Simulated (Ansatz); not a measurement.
# Se vacancy in ZnSe, calculated

Computed with the plane-wave PAW code Ansatz (scalar-relativistic, PAW set soft_2): PBEsol, collinear spin, 420 eV cutoff, k-mesh 2×2×2 shifted by half a step.

The relaxed host crystal (Kohn–Sham gap 1.24 eV over the whole zone):

```yaml
crystal:
  lattice:
    - [0.00000, 2.81662, 2.81662]
    - [2.81662, 0.00000, 2.81662]
    - [2.81662, 2.81662, 0.00000]
  atoms:
    - { symbol: Zn, position: [0.00000, 0.00000, 0.00000] }
    - { symbol: Se, position: [0.75000, 0.75000, 0.75000] }
```

Supercell of 32 atoms, rows of the matrix [[-1,3,-1],[3,-1,-1],[-1,-1,-1]] times the cell vectors; Se vacancy at (0.750, 0.750, 0.750) in fractions of the cell above. Atoms are relaxed at the host's cell, from a start shaken by 0.03 Å near the defect; charged cells sit in a uniform background.

Nearest atoms to the empty Se site: in the perfect crystal Zn 2.44 Å, Zn 2.44 Å, Zn 2.44 Å, Zn 2.44 Å; charge +2: Zn 3.00 Å, Zn 3.01 Å, Zn 3.01 Å, Zn 3.01 Å; charge +1: Zn 2.40 Å, Zn 2.65 Å, Zn 2.68 Å, Zn 2.71 Å; charge 0: Zn 1.84 Å, Zn 1.88 Å, Zn 1.92 Å, Zn 2.89 Å.

| charge | moment of the cell (μB) | gap of the cell on the mesh (eV) | carriers |
| --- | --- | --- | --- |
| +2 | 0.00 | 2.84 | none in the bands |
| +1 | 1.00 | 0.26 | in a band of the host or near its edge |
| 0 | 0.00 | 2.02 | none in the bands |

On this mesh the host's own supercell has a gap of 3.15 eV.

At charge +1 a carrier lies in a band of the host or at its edge (levels aligned by the semicore states), so it isn't shown to be bound to the defect (semilocal functionals spread carriers too far and can miss a bound one), and no level is taken from that state.

Formation energy of the neutral defect: 3.64 eV, taking atoms from and to the elements' standard states (no corrections for gases), so it belongs to those chemical potentials alone.

Relaxed cell at charge +2:

```
ZnSe V_Se charge 2
1.0
     5.6332   -5.6332    5.6332
    -5.6332    5.6332    5.6332
    -5.6332   -5.6332   -5.6332
Zn Se
16 15
Direct
  0.2498 0.6911 0.0003
  0.4965 0.7449 0.7454
  0.7482 0.7530 0.4987
  0.9411 0.9998 0.0003
  0.2498 0.9997 0.6919
  0.9949 0.7449 0.2469
  0.7514 0.2546 0.0003
  0.5046 0.9998 0.5018
  0.7513 0.9998 0.2553
  0.9949 0.2465 0.7454
  0.5046 0.5013 0.0003
  0.2498 0.2546 0.5018
  0.7483 0.4982 0.7538
  0.5584 0.3084 0.3089
  0.0030 0.4982 0.4987
  0.2498 0.5013 0.2553
  0.5051 0.9997 0.7523
  0.7498 0.9997 0.5004
  0.0019 0.2551 0.0003
  0.2498 0.2551 0.7523
  0.0018 0.9997 0.2556
  0.7497 0.4997 0.0004
  0.4978 0.2477 0.5036
  0.7530 0.2477 0.2482
  0.9944 0.4965 0.7450
  0.5051 0.7518 0.0003
  0.2498 0.4998 0.5004
  0.7465 0.7444 0.7450
  0.4977 0.5030 0.2483
  0.9945 0.7444 0.4970
  0.2498 0.7518 0.2556
```

Caveats: at charge +2: net starting moment lost; at charge 0: net starting moment lost; semilocal functionals make gaps too small, which shifts levels too; small supercell, so energies and levels can be off by tenths of an eV; one random start near the defect, so other minima are possible.
